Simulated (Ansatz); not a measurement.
Crystal: CO2.

```
O C
1.0
    -1.97473    1.97473    3.01406
     1.97473   -1.97473    3.01406
     1.97473    1.97473   -3.01406
O C
4 2
Direct
  0.87500 0.95980 0.58480
  0.37500 0.29020 0.41520
  0.04020 0.62500 0.91520
  0.70980 0.12500 0.08480
  0.00000 0.00000 0.00000
  0.75000 0.25000 0.50000
```

The cell comes from a database or a generator and needn't be the stable form of this composition.

```yaml
Program: Ansatz 0.2.0
Task: relaxation of cell and atoms
Functional: PBEsol
Potentials_or_basis: Ansatz PAW
Cutoff: "420 eV (not typed: the program's choice for these potentials)"
k_mesh: 9 × 9 × 9
Occupations: fermi-dirac, width 0.05 eV
Spin: no spin polarisation
```

At the start: volume 7.84 Å³/atom.

**Question.** Where does the relaxation end?

**Answer.** It ends after 7 steps and the volume is 7.59 Å³/atom (-3.1 %); space group I-42d (No. 122, to 0.05 Å).

Step by step:
```csv
step,energy change (eV),largest force (eV/Å),volume (Å³)
1,0.0000,0.2141,47.01
2,-0.0317,0.1084,45.98
3,-0.0373,0.0212,45.62
4,-0.0371,0.0061,45.65
5,-0.0277,0.0067,45.65
6,-0.0284,0.0005,45.57
7,-0.0278,0.0003,45.57
```

Final structure:
```
O C
1.0
    -1.95911    1.95911    2.96814
     1.95911   -1.95911    2.96814
     1.95911    1.95911   -2.96814
O C
4 2
Direct
  0.87500 0.95776 0.58276
  0.37500 0.29224 0.41724
  0.04224 0.62500 0.91724
  0.70776 0.12500 0.08276
  0.00000 0.00000 0.00000
  0.75000 0.25000 0.50000
```

Caveat: the plane-wave basis is chosen anew once the cell has moved, so the energies of steps on either side of that aren't comparable; the pressure holds a Pulay correction of +1.3 GPa for the finite cutoff; the PAW data sets come from PBE, with cores solved anew for the run's functional, which leaves a small shift of forces and pressure.
